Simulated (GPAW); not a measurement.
# Ni (Im-3m) in GPAW: single point with PBE

Aim: the single point of Ni with PBE.

All numbers are computed with GPAW 26.7.0; they aren't measurements. Logs are shortened: lines on timing, memory, paths and dates and some standing lists are left out, and cuts for length are marked. The log counts tension as positive stress, the text compression.

### Step 1. The crystal as given

The structure is cubic, space group Im-3m (No. 229). The conventional cell has a = 2.767 Å, b = 2.767 Å, c = 2.767 Å, α = 90.00°, β = 90.00°, γ = 90.00°. Ni (site symmetry m-3m) has 8 Ni at 2.40 Å as nearest neighbours.

This isn't the form of Ni at room conditions, which is fcc.

### Step 2. Single point, PBE, collinear spin, ferromagnetic start

The input, Ni.cif:

```cif
data_Ni
_cell_length_a 2.39666550
_cell_length_b 2.39666550
_cell_length_c 2.39666550
_cell_angle_alpha 109.47122063
_cell_angle_beta 109.47122063
_cell_angle_gamma 109.47122063
_space_group_name_H-M_alt 'P1'
_space_group_name_Hall 'P 1'
_space_group_IT_number 1
loop_
_space_group_symop_operation_xyz
'x,y,z'
loop_
_atom_site_label
_atom_site_type_symbol
_atom_site_symmetry_multiplicity
_atom_site_Wyckoff_symbol
_atom_site_fract_x
_atom_site_fract_y
_atom_site_fract_z
_atom_site_occupancy
Ni1 Ni 1 a 0.0000000000 0.0000000000 0.0000000000 1
```

Potentials or basis: GPAW PAW data sets (gpaw-data 1.2.1), pw.

The run is started by

```console
$ OMP_NUM_THREADS=1 gpaw run Ni.cif -p 'mode=PW(600),xc=PBE,kpts={size:(13,13,13),gamma:True},occupations={name:fermi-dirac,width:0.05},nbands=17,convergence={density:1e-05,energy:1e-05},maxiter=150,txt=gpaw.txt' --properties efsMm -w gs.gpw --modify 'atoms.set_initial_magnetic_moments([1.0])'
```

The program printed:

```text
__  _  _
 | _ |_)|_||  |
 |__||  | ||/\| - 26.7.0

Input parameters:
  mode=PW(ecut=600.0),
  convergence={'density': 1e-05, 'energy': 1e-05},
  kpts=MonkhorstPack(size=[13, 13, 13], gamma=True),
  maxiter=150,
  nbands=17,
  occupations=Occupations(name='fermi-dirac', width=0.05),
  xc=XC(name='PBE')

Diagonalizing LCAO Hamiltonian
Converting LCAO to pw mode

       Ni

Atoms  # Å, Bohr magnetons
|   | symbol |        x |        y |        z |    initial magnetic moments |
|---|--------|----------|----------|----------|-----------------------------|
| 0 |     Ni | 0.000000 | 0.000000 | 0.000000 | ( 0.0000,  0.0000,  1.0000) |

Unit cell  # Å
| periodic |         x |         y |        z |  lengths |     angles |
|----------|-----------|-----------|----------|----------|------------|
|      yes |  2.396666 |  0.000000 | 0.000000 | 2.396666 | 109.471221 |
|      yes | -0.798888 |  2.259598 | 0.000000 | 2.396666 | 109.471221 |
|      yes | -0.798888 | -1.129799 | 1.956869 | 2.396665 | 109.471221 |

Number of symmetries: 48
Symmetry operations  # r_c * U_cc + t_c -> r_c
|    | kind |            matrix            |
|----|------|------------------------------|
|  0 |  σ   |  1, 1, 1,  0, 0,-1,  0,-1, 0 |
|  1 |  C4  |  1, 1, 1,  0, 0,-1, -1, 0, 0 |
|  2 |  C2  |  1, 1, 1,  0,-1, 0,  0, 0,-1 |
|  3 |  S6  |  1, 1, 1,  0,-1, 0, -1, 0, 0 |
|  4 |  S6  |  1, 1, 1, -1, 0, 0,  0, 0,-1 |
|  5 |  C4  |  1, 1, 1, -1, 0, 0,  0,-1, 0 |
|  6 |  E   |  1, 0, 0,  0, 1, 0,  0, 0, 1 |
|  7 |  σ   |  1, 0, 0,  0, 1, 0, -1,-1,-1 |
|  8 |  σ   |  1, 0, 0,  0, 0, 1,  0, 1, 0 |
|  9 |  C3  |  1, 0, 0,  0, 0, 1, -1,-1,-1 |
| 10 |  C3  |  1, 0, 0, -1,-1,-1,  0, 1, 0 |
| 11 |  σ   |  1, 0, 0, -1,-1,-1,  0, 0, 1 |
| 12 |  σ   |  0, 1, 0,  1, 0, 0,  0, 0, 1 |
| 13 |  C2  |  0, 1, 0,  1, 0, 0, -1,-1,-1 |
| 14 |  C3  |  0, 1, 0,  0, 0, 1,  1, 0, 0 |
| 15 |  S4  |  0, 1, 0,  0, 0, 1, -1,-1,-1 |
| 16 |  S4  |  0, 1, 0, -1,-1,-1,  1, 0, 0 |
| 17 |  C3  |  0, 1, 0, -1,-1,-1,  0, 0, 1 |
| 18 |  C3  |  0, 0, 1,  1, 0, 0,  0, 1, 0 |
| 19 |  S4  |  0, 0, 1,  1, 0, 0, -1,-1,-1 |
| 20 |  σ   |  0, 0, 1,  0, 1, 0,  1, 0, 0 |
| 21 |  C3  |  0, 0, 1,  0, 1, 0, -1,-1,-1 |
| 22 |  C2  |  0, 0, 1, -1,-1,-1,  1, 0, 0 |
| 23 |  S4  |  0, 0, 1, -1,-1,-1,  0, 1, 0 |
| 24 |  C4  |  0, 0,-1,  1, 1, 1,  0,-1, 0 |
| 25 |  σ   |  0, 0,-1,  1, 1, 1, -1, 0, 0 |
| 26 |  S6  |  0, 0,-1,  0,-1, 0,  1, 1, 1 |
| 27 |  C2  |  0, 0,-1,  0,-1, 0, -1, 0, 0 |
| 28 |  C4  |  0, 0,-1, -1, 0, 0,  1, 1, 1 |
| 29 |  S6  |  0, 0,-1, -1, 0, 0,  0,-1, 0 |
| 30 |  S6  |  0,-1, 0,  1, 1, 1,  0, 0,-1 |
| 31 |  C4  |  0,-1, 0,  1, 1, 1, -1, 0, 0 |
| 32 |  C4  |  0,-1, 0,  0, 0,-1,  1, 1, 1 |
| 33 |  S6  |  0,-1, 0,  0, 0,-1, -1, 0, 0 |
| 34 |  σ   |  0,-1, 0, -1, 0, 0,  1, 1, 1 |
| 35 |  C2  |  0,-1, 0, -1, 0, 0,  0, 0,-1 |
| 36 |  C2  | -1, 0, 0,  1, 1, 1,  0, 0,-1 |
| 37 |  S6  | -1, 0, 0,  1, 1, 1,  0,-1, 0 |
| 38 |  S6  | -1, 0, 0,  0, 0,-1,  1, 1, 1 |
| 39 |  C2  | -1, 0, 0,  0, 0,-1,  0,-1, 0 |
| 40 |  C2  | -1, 0, 0,  0,-1, 0,  1, 1, 1 |
| 41 |  i   | -1, 0, 0,  0,-1, 0,  0, 0,-1 |
| 42 |  S4  | -1,-1,-1,  1, 0, 0,  0, 1, 0 |
| 43 |  C3  | -1,-1,-1,  1, 0, 0,  0, 0, 1 |
| 44 |  C3  | -1,-1,-1,  0, 1, 0,  1, 0, 0 |
| 45 |  σ   | -1,-1,-1,  0, 1, 0,  0, 0, 1 |
| 46 |  S4  | -1,-1,-1,  0, 0, 1,  1, 0, 0 |
| 47 |  C2  | -1,-1,-1,  0, 0, 1,  0, 1, 0 |

BZ-sampling:
  Number of BZ points: 2197
  Number of IBZ points: 84

  Monkhorst-Pack size: [13, 13, 13]
  Monkhorst-Pack shift: [0, 0, 0]

K-points  # in reciprocal-cell coordinates
|     |                                coordinates |     weight |
|-----|--------------------------------------------|------------|
|   0 | (  0.00000000,   0.00000000,   0.00000000) | 0.00045517 |
|   1 | (  0.07692308,   0.00000000,   0.00000000) | 0.00546199 |
|   2 | (  0.07692308,   0.07692308,  -0.07692308) | 0.00273100 |
|   3 | (  0.15384615,   0.00000000,  -0.07692308) | 0.01092399 |
|   4 | (  0.15384615,   0.00000000,   0.00000000) | 0.00546199 |
|   5 | (  0.15384615,   0.07692308,  -0.07692308) | 0.01092399 |
|   6 | (  0.15384615,   0.15384615,  -0.15384615) | 0.00273100 |
|   7 | (  0.23076923,  -0.07692308,  -0.07692308) | 0.00364133 |
|   8 | (  0.23076923,   0.00000000,  -0.07692308) | 0.02184797 |
|   9 | (  0.23076923,   0.00000000,   0.00000000) | 0.00546199 |
| ... |                                            |            |
|  83 | (  0.46153846,   0.46153846,   0.46153846) | 0.00364133 |

Plane wave coefficients: 370
Cutoff: 600.0 eV

Spin-components: 2 (collinear spins)
Bands:           17
Projectors:      6
Spin-degeneracy: 1
Datatype:        complex128

Density:
  Valence electrons: 16.0
  Components: 2
  Grid points: [14 14 14]
  Charge: 0.0  # |e|

Potential:
  Grid points: [14 14 14]

species:
  Ni:
    name:    Nickel
    Z:       28.0
    valence: 16
    core:    12
    charge:  0.0  # [|e|]
    compensation charges:
      type: gauss
      rc: 0.36  # [Å]
      lmax: 2
    cutoffs:
      filter: 2.14  # [Å]
      core: 1.98  # [Å]
    projectors
    | kind |    occ | energy [eV] | rcut [Å] |
    |------|--------|-------------|----------|
    |   4s |  2.000 |      -5.642 |    1.164 |
    |   3p |  6.000 |     -71.394 |    1.207 |
    |   4p |  0.000 |      -1.226 |    1.207 |
    |   3d |  8.000 |      -8.875 |    1.138 |
    |    s |        |      21.570 |    1.164 |
    |    d |        |      18.337 |    1.138 |

    Using partial waves for Ni as LCAO basis

Reference energy: -41367.998447  # eV

eigensolver:
  PPCG
  Converge bands: occupied
  niter=2

density mixing:
  MSR1-Mixer
  Pratt-step length: 0.05
  Maximum mixing coefficient: 0.75
  Old densities: 10
  SVD Regularization: 0.005
  Good broyden scale: 1.0
  Trust region scale: 1.0
  Backstep threshold: 4.0
  History deletion threshold: 6.0
  Fourier metric: weight=20.0, sigma=0.015

occupation numbers:
  Fermi-Dirac:
    width: 0.0500  # eV

poisson solver:
  ecut: 4800.0  # eV

xc functional:
  name: PBE with 2 nearest neighbor stencil

convergence criteria:
- Maximum integral of absolute [dens]ity change: 1e-05 electrons / valence electron
- Maximum [total energy] change in last 3 cyles: 1e-05 eV / valence electron
- Maximum integral of absolute [eigenst]ate change: 4e-08 eV^2 / valence electron
maximum number of iterations: 150

SCF iterations
|iter     | |      energy | eigst |  dens |  magmom |
|---------|-|-------------|-------|-------|---------|
|iter:   1| |   -7.047945 | -0.01 |       |  +1.0009|
|iter:   2| |   -7.054844 | -2.95 | -1.44 |  +0.9837|
|iter:   3| |   -7.148323 | -2.79 | -1.47 |  +0.7831|
|iter:   4| |   -7.167485 | -2.96 | -1.77 |  +0.6111|
|iter:   5| |   -7.167749 | -5.13 | -2.57 |  +0.6105|
|iter:   6| |   -7.168026 | -5.78 | -2.86 |  +0.5865|
|iter:   7| |   -7.168026 | -5.78 | -2.94 |  +0.5853|
|iter:   8| |   -7.168014c| -7.39 | -3.48 |  +0.5853|
|iter:   9| |   -7.168004c| -7.84c| -3.92 |  +0.5851|
|iter:  10| |   -7.168001c| -7.71c| -4.79 |  +0.5851|
|iter:  11| |   -7.167999c| -8.16c| -5.26c|  +0.5852|

Converged in 11 steps
Energy contributions relative to reference atoms: (reference = -41367.998447)

Energy contributions:
  Kinetic:           8.595227
  Coulomb:          -6.247592
  Zero:              0.080540
  External:          0.000000
  Xc:               -9.589150
  Entropy:          -0.014046
  Spinorbit:         0.000000
  ----------------------------
  Free energy:      -7.175022
  Extrapolated:     -7.167999

dipole moment: (-1.634362, -2.311337, -4.003354)  # |e|*Ang

Total magnetic moment: (0.000000, 0.000000, 0.585200)

Local magnetic moments
|        x |        y |        z |
|----------|----------|----------|
| 0.000000 | 0.000000 | 0.611487 |  # Ni   0

Fermi level: 8.761
Eigenvalues  # (at kpt = [0.000, 0.000, 0.000])
| band index |      eig [eV] | occ [0-1] |      eig [eV] | occ [0-1] |
|------------|---------------|-----------|---------------|-----------|
|          0 |       -54.980 |     1.000 |       -54.234 |     1.000 |
|          1 |       -54.980 |     1.000 |       -54.234 |     1.000 |
|          2 |       -54.980 |     1.000 |       -54.234 |     1.000 |
|          3 |        -0.476 |     1.000 |        -0.484 |     1.000 |
|          4 |         6.355 |     1.000 |         7.061 |     1.000 |
|          5 |         6.355 |     1.000 |         7.061 |     1.000 |
|          6 |         6.355 |     1.000 |         7.061 |     1.000 |
|          7 |         7.837 |     1.000 |         8.368 |     1.000 |
|          8 |         7.837 |     1.000 |         8.368 |     1.000 |
|          9 |        35.445 |     0.000 |        35.322 |     0.000 |
|         10 |        35.445 |     0.000 |        35.322 |     0.000 |
|         11 |        35.445 |     0.000 |        35.322 |     0.000 |
|         12 |        40.114 |     0.000 |        40.057 |     0.000 |
|         13 |        40.114 |     0.000 |        40.057 |     0.000 |
|         14 |        41.065 |     0.000 |        41.268 |     0.000 |
|         15 |        41.065 |     0.000 |        41.268 |     0.000 |
|         16 |        41.065 |     0.000 |        41.268 |     0.000 |

No gap
No difference between direct/indirect transitions

Forces  # eV/Ang
|       x |       y |       z |
|---------|---------|---------|
| 0.00000 | 0.00000 | 0.00000 |  # Ni   0

Stress tensor  # eV/Ang^3
|         x |         y |         z |
|-----------|-----------|-----------|
| -0.063697 |  0.000000 |  0.000000 |
|  0.000000 | -0.063697 |  0.000000 |
|  0.000000 |  0.000000 | -0.063697 |

# Writing to gs.gpw (mode='')
```

Run time: 19 s. Hardware: 1 thread of Arm Neoverse V2, shared host; peak memory 0.14 GiB.

Results:

```
Free energy            : -7.1750 eV
Pressure               : 10.2 GPa
Band gap on the k mesh : none (metal or under the smearing width)
Net moment             : 0.59 μB per cell
Site moments           : Ni +0.61 μB
```

Levels at points of the mesh, in eV from the Fermi level:
Spin up:
```csv
k point,band 6,band 7,band 8,band 9,band 10,band 11
"(0.00, 0.00, 0.00)",-2.41,-2.41,-0.92,-0.92,26.68,26.68
```
Spin down:
| k point | band 6 | band 7 | band 8 | band 9 | band 10 | band 11 |
| --- | --- | --- | --- | --- | --- | --- |
| (0.00, 0.00, 0.00) | -1.70 | -1.70 | -0.39 | -0.39 | 26.56 | 26.56 |

Caveat: the stock nickel data set gives pressures a few GPa off other programs.

### Step 3. For comparison

An earlier run on the cell as given: functional PBE; potentials or basis GPAW PAW data sets (gpaw-data 1.2.1); cutoff 600 eV; basis pw; k mesh 13 × 13 × 13; occupations fermi-dirac, width 0.05 eV; collinear spin, ferromagnetic start; starting moments [1.0] μB.

- Pressure: 10.2 GPa
- Band gap on the k mesh: none (metal or under the smearing width)
- Net moment: 0.59 μB per cell
- Site moments: Ni +0.61 μB
